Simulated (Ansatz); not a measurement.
# Sensitivity of the G0W0 gap of SiC (Moissanite)

Aim: change settings of a G0W0 run on SiC (Moissanite) and see what moves.

Calculated with Ansatz 0.2.0; G0W0 on PBE, plane waves, PAW.

This is a report of a sequence of runs, with most program output left out.

### Step 1. Set-up

It takes space group P6_3mc (No. 186, hexagonal). The conventional cell has a = 3.081 Å, b = 3.081 Å, c = 15.125 Å, α = 90.00°, β = 90.00°, γ = 120.00°. Nearest to Si lie 4 C at 1.88 to 1.90 Å. Si has 4 C at 1.89 Å nearest. Nearest to Si lie 4 C at 1.89 Å. C has 4 Si at 1.88 to 1.89 Å nearest. Nearest to C lie 4 Si at 1.89 Å. Nearest to C lie 4 Si at 1.89 to 1.90 Å. Farther neighbours are not listed.

As a file:

```cif
data_structure
_symmetry_space_group_name_H-M 'P6_3mc'
_symmetry_Int_Tables_number 186
_cell_length_a 3.0810
_cell_length_b 3.0810
_cell_length_c 15.1248
_cell_angle_alpha 90.000
_cell_angle_beta 90.000
_cell_angle_gamma 120.000
_cell_volume 124.34
loop_
_atom_site_label
_atom_site_type_symbol
_atom_site_symmetry_multiplicity
_atom_site_Wyckoff_symbol
_atom_site_fract_x
_atom_site_fract_y
_atom_site_fract_z
_atom_site_occupancy
Si1 Si 2 a 0.00000 0.00000 0.00000 1
Si2 Si 2 b 0.33333 0.66667 0.16640 1
Si3 Si 2 b 0.66667 0.33333 0.33290 1
C1 C 2 b 0.33333 0.66667 0.04120 1
C2 C 2 b 0.66667 0.33333 0.20800 1
C3 C 2 a 0.00000 0.00000 0.37460 1
```

The cell and positions come from the Crystallography Open Database and are kept as given unless a step says otherwise. The default PAW set here is soft_2. Its files were made with PBE.

### Step 2. The base run: 6×6×1 mesh, 265 empty bands, screening to 96 eV

G0W0 replaces the xc potential by the self-energy, built once from these orbitals. Only a window of levels is corrected, while the sums run over the empty bands that the input names.

File input.yaml:

```yaml
crystal:
  lattice:
    - [3.081, 0.0, 0.0]
    - [-1.5405, 2.6682242691, 0.0]
    - [0.0, 0.0, 15.1248]
  atoms:
    - { symbol: Si, position: [0.0, 0.0, 0.0] }
    - { symbol: Si, position: [0.0, 0.0, 0.5] }
    - { symbol: Si, position: [0.3333333333, 0.6666666667, 0.1664] }
    - { symbol: Si, position: [0.6666666667, 0.3333333333, 0.6664] }
    - { symbol: Si, position: [0.6666666667, 0.3333333333, 0.3329] }
    - { symbol: Si, position: [0.3333333333, 0.6666666667, 0.8329] }
    - { symbol: C, position: [0.3333333333, 0.6666666667, 0.0412] }
    - { symbol: C, position: [0.6666666667, 0.3333333333, 0.5412] }
    - { symbol: C, position: [0.6666666667, 0.3333333333, 0.208] }
    - { symbol: C, position: [0.3333333333, 0.6666666667, 0.708] }
    - { symbol: C, position: [0.0, 0.0, 0.3746] }
    - { symbol: C, position: [0.0, 0.0, 0.8746] }
kpoints:
  mp_grid: { grid: [6, 6, 1] }
hamiltonian:
  xc: pbe
scf:
  occupations: { method: fixed }
gw:
  n_empty_bands: 265
  ecut_chi: 96
  qp_bands: [v4, c4]
  qp_kpoints: band_edges
  screening: { model: contour_deformation }
```

The run is started by

```bash
$ ansatz run input.yaml --threads 3 --pin off --max-ram 92160MiB --backend cuda --events-out ev --progress --plain --runs-dir out --devices 1 --max-vram 13GiB  # rebuilt from the run's record
```

Elapsed: 19 s, on 1 × NVIDIA H100 80GB HBM3 (shared by 6 runs) with 3 threads of AMD EPYC 7R13 (Zen 3), shared host; peak memory 1.2 GiB; 29 s of CPU time.

This step gave:

- bands summed: 289
- RPA ε∞ on this mesh (eigenvalues): 6.985, 7.037, 7.037
- plane waves in the screening matrix: 295
- q-points in the mesh: 36
- G0W0 gap on the mesh: 2.711 eV
- k of the valence top: 0, 0, 0
- k of the conduction bottom: 0, -0.5, 0
- starting gap on the mesh: 2.013 eV
- Z at the valence top: 0.7914
- Z at the conduction bottom: 0.8151
- least direct G0W0 gap on the computed points: 3.927 eV

The gap on the mesh goes from 2.01 eV to 2.71 eV, a correction of +0.70 eV. Between the two edge states, bare exchange in place of the xc potential would open the gap by 6.84 eV, and correlation takes back 6.15 eV.

### Step 3. Variant: accuracy level

input.yaml, as its differences from that of step 2:

```diff
@@ -25,4 +25,4 @@
 gw:
-  n_empty_bands: 265
-  ecut_chi: 96
+  n_empty_bands: 282
+  ecut_chi: 100
   qp_bands: [v4, c4]
@@ -30 +30,2 @@
   screening: { model: contour_deformation }
+accuracy: low
```

Wall time 12 s (1 × NVIDIA H100 80GB HBM3 (shared by 6 runs) with 3 threads); peak memory 1.2 GiB; 19 s of CPU time.

The G0W0 gap on the mesh is 2.726 eV.

Against the base:

```csv
setting,base,variant
empty bands,265,282
screening cutoff (eV),96,100
accuracy,-,low
```

```csv
quantity,variant,base
starting gap on the mesh,2.013,2.013
G0W0 gap on the mesh,2.726,2.711
least direct G0W0 gap on the computed points,3.939,3.927
Z at the valence top,0.791,0.791
Z at the conduction bottom,0.815,0.815
```

### Step 4. Variant: larger pair-density box

input.yaml, as its differences from that of step 3:

```diff
@@ -30,2 +30,2 @@
   screening: { model: contour_deformation }
-accuracy: low
+  ecutfock_ratio: 2
```

Run time: 17 s. Hardware: 1 × NVIDIA H100 80GB HBM3 (shared by 6 runs) with 3 threads; peak memory 1.2 GiB.

The G0W0 gap on the mesh is 2.726 eV.

Against the base:

```csv
setting,base,variant
empty bands,265,282
screening cutoff (eV),96,100
ecutfock ratio,-,2
```

```csv
quantity,variant,base
starting gap on the mesh,2.013,2.013
G0W0 gap on the mesh,2.726,2.711
least direct G0W0 gap on the computed points,3.939,3.927
Z at the valence top,0.791,0.791
Z at the conduction bottom,0.815,0.815
```

### Step 5. Summary of results

```
base                    : 2.71 eV, 19 s
accuracy level          : 2.73 eV, 12 s
larger pair-density box : 2.73 eV, 17 s
```

What this shows: Accuracy level: the gap moves by +0.01 eV. The variant differs from the base in empty bands, screening cutoff and accuracy together, so the change can't be laid to one of them. Larger pair-density box: the gap moves by +0.02 eV. The variant differs from the base in empty bands, screening cutoff and ecutfock ratio together, so the change can't be laid to one of them. All runs here use a coarse mesh and modest cutoffs; they test settings and are not final values. The 6×6×1 mesh is coarse for this cell (its supercell is 15 Å along the shortest edge). The RPA ε∞ on it, from the PBE start, is 6.99 and 7.04; such meshes misread the long-range screening, most where the gap is narrow.

[Paths, hosts, dates, memory and timing lines, banners, echoed tables and standing remarks are left out of the program output.]

[Logs are printed without paths, hosts, clocks, repeated set-up lines and the standing remarks that a program may print on its own settings, such as how far it seeks lower states.]

[Runs of the session that timed out or met a known fault of the program may be left out.]

[Cells called generated may have been cut or substituted from an entry of the Crystallography Open Database or the Materials Project.]

[Hosts, paths, dates, database ids (printed as entryN), source tags and the programs' standing remarks are cut or masked in the printed files.]
